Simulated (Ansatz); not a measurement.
This script for Ansatz 0.2.0 through its Python package starts 4 runs on Cu2O, space group Pn-3m. What input does the engine get in each?

`ecut_cu2o.py`
```python
"""Cutoff test for Cu2O."""

import ansatz as az
import pandas as pd

lattice = az.Lattice.of(
    [4.26, 0.0, 0.0],
    [0.0, 4.26, 0.0],
    [0.0, 0.0, 4.26],
)
sites = [
    ("Cu", [0.25, 0.25, 0.25]),
    ("Cu", [0.25, 0.75, 0.75]),
    ("Cu", [0.75, 0.75, 0.25]),
    ("Cu", [0.75, 0.25, 0.75]),
    ("O", [0.0, 0.0, 0.0]),
    ("O", [0.5, 0.5, 0.5]),
]
crystal = az.Crystal(lattice=lattice)
for symbol, position in sites:
    crystal = crystal.atom(symbol, position)

calc = crystal.calculation().occupations("fixed").kpoints(4, 4, 4)

rows = []
for value in [250, 350, 450, 550]:
    summary = calc.basis(value).run().report
    rows.append((value, summary["free_energy_ev"] / len(summary["lattice"]["sites"]), summary["n_iterations"], summary["n_pw"]))

table = pd.DataFrame(rows, columns=["cutoff (eV)", "F/atom (eV)", "iterations", "plane waves"])
print(table.round(5).to_string(index=False))

# differences from the last row
for row in rows[:-1]:
    shift = 1000 * (row[1] - rows[-1][1])
    print(f"{row[0]}: {shift:+.2f} meV/atom" + ("  (within 1 meV)" if abs(shift) < 1 else ""))
```

Run 1:
```yaml
crystal:
  lattice:
    - [4.26, 0.0, 0.0]
    - [0.0, 4.26, 0.0]
    - [0.0, 0.0, 4.26]
  atoms:
    - { symbol: Cu, position: [0.25, 0.25, 0.25] }
    - { symbol: Cu, position: [0.25, 0.75, 0.75] }
    - { symbol: Cu, position: [0.75, 0.75, 0.25] }
    - { symbol: Cu, position: [0.75, 0.25, 0.75] }
    - { symbol: O, position: [0.0, 0.0, 0.0] }
    - { symbol: O, position: [0.5, 0.5, 0.5] }
basis:
  ecutwfc: 250.0
kpoints:
  mp_grid:
    grid: [4, 4, 4]
scf:
  occupations:
    method: fixed
```

Run 2, against run 1:
```diff
-  ecutwfc: 250.0
+  ecutwfc: 350.0
```

Run 3, against run 1:
```diff
-  ecutwfc: 250.0
+  ecutwfc: 450.0
```

Run 4, against run 1:
```diff
-  ecutwfc: 250.0
+  ecutwfc: 550.0
```

Output of `python ecut_cu2o.py`:
```text
DeckWarning: basis.ecutwfc = 250 eV is below the records' recommended 420 eV, and the density's cutoff is lower with it unless basis.ecutrho_ratio is high enough to keep the records' density cutoff: compare with a run at a higher cutoff
DeckWarning: basis.ecutwfc = 350 eV is below the records' recommended 420 eV, and the density's cutoff is lower with it unless basis.ecutrho_ratio is high enough to keep the records' density cutoff: compare with a run at a higher cutoff
 cutoff (eV)  F/atom (eV)  iterations  plane waves
         250  -4603.33189           9          739
         350  -4605.45467           8         1189
         450  -4605.49538           7         1743
         550  -4605.49730           7         2301
250: +2165.41 meV/atom
350: +42.63 meV/atom
450: +1.92 meV/atom
```
(Warnings from the package without file and line.)

Notes:
- Spin is left out of this run.
- Of the deposited cell: the entry's cell lengths or inner coordinates differ somewhat from later room-temperature determinations.
- Without a Hubbard U or exact exchange, semilocal functionals often make such 3d compounds metallic or too weakly gapped.
- No functional is typed, so the default, PBE, holds.
- The structure is a deposited one; some such entries were measured under pressure or heat, so a shift against it needn't be the functional's error alone.
- Shifts are counted from the last row, which is itself no proven limit.
- Finished in 8.2 s on 1 thread of Arm Neoverse V2 (shared host), peak memory 0.46 GiB.
